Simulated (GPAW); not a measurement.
# MoS2: band structure with PBE

**What was measured.**

“Multiwavelength excitation Raman Scattering Analysis of bulk and 2 dimensional MoS2: Vibrational properties of atomically thin MoS2 layers”, 2015, arxiv:1506.03228 reports, for a bulk crystal of MoS2 at 300 K: band gap 1.3 eV (indirect).

Crystal: MoS2.

```
Mo S
1.0
     3.16900    0.00000    0.00000
    -1.58450    2.74443    0.00000
     0.00000    0.00000   12.32400
Mo S
2 4
Direct
  0.66667 0.33333 0.75000
  0.33333 0.66667 0.25000
  0.66667 0.33333 0.37700
  0.33333 0.66667 0.87700
  0.66667 0.33333 0.12300
  0.33333 0.66667 0.62300
```

* Program: GPAW 26.7.0
* Task: band structure
* Functional: PBE
* Potentials or basis: GPAW PAW data sets (gpaw-data 1.2.1)
* Cutoff: 600 eV
* Basis: pw
* k mesh: 6 × 6 × 2
* Occupations: fermi-dirac, width 0.05 eV
* Spin: spin-orbit coupling, no magnetisation
* Maxiter: 150
* Band path: GMKGALHA,LM,KH
* Band points: 60
* spin axis theta (degrees): 90
* spin axis phi (degrees): 0
* Soc after scf: second variation

```
Pressure                : 1.9 GPa
Largest force           : 0.053 eV/Å
Band gap on the k mesh  : 0.88 eV, indirect (least direct gap 1.60 eV)
Band gap along the path : 0.87 eV, indirect (least direct gap 1.60 eV)
```

Forces in eV/Å, atoms in the order of the input:
```
Mo   0.000  0.000  0.000
Mo   0.000  0.000  0.000
S    0.000  0.000 -0.053
S    0.000  0.000 -0.053
S    0.000  0.000  0.053
S    0.000  0.000  0.053
```

Stress tensor (GPa, compression positive):
```
1.78 0.00 0.00
0.00 1.78 0.00
0.00 0.00 2.25
```

Levels at the corners of the path, in eV from the valence-band top:
```
point  band 49  band 50  band 51  band 52  band 53  band 54  band 55  band 56
    Γ    -1.14    -1.14     0.00     0.00     2.05     2.05     2.08     2.08
    M    -1.38    -1.38    -1.26    -1.26     1.56     1.56     1.61     1.61
    K    -0.79    -0.79    -0.57    -0.57     1.03     1.03     1.03     1.03
    Γ    -1.14    -1.14     0.00     0.00     2.05     2.05     2.08     2.08
    A    -0.26    -0.26    -0.26    -0.26     2.06     2.06     2.06     2.06
    L    -1.32    -1.32    -1.32    -1.32     1.58     1.58     1.58     1.58
    H    -0.77    -0.77    -0.62    -0.62     1.03     1.03     1.03     1.03
    A    -0.26    -0.26    -0.26    -0.26     2.06     2.06     2.06     2.06
    L    -1.32    -1.32    -1.32    -1.32     1.58     1.58     1.58     1.58
    M    -1.38    -1.38    -1.26    -1.26     1.56     1.56     1.61     1.61
    K    -0.79    -0.79    -0.57    -0.57     1.03     1.03     1.03     1.03
    H    -0.77    -0.77    -0.62    -0.62     1.03     1.03     1.03     1.03
```

Run time: 3.7 min on 1 thread of Arm Neoverse V1, on a shared host, peak memory 0.62 GiB.

Measured gap of MoS2: 1.3 eV (indirect; 300 K; “Multiwavelength excitation Raman Scattering Analysis of bulk and 2 dimensional MoS2: Vibrational properties of atomically thin MoS2 layers”, 2015, arxiv:1506.03228). This calculation gives 0.87 eV (-0.43 eV). The value is that of PBE, without temperature or zero-point motion. Semilocal functionals fall short of measured gaps as a rule.

Caveat: the k mesh is coarse; spin-orbit coupling was added after a scalar SCF, so levels and gaps hold it while energy, forces, pressure and moments don't; this program's spin-orbit splittings come out too wide for heavy elements; this functional lacks dispersion, which binds the layers, so the pressure and a relaxed spacing across them are unreliable.
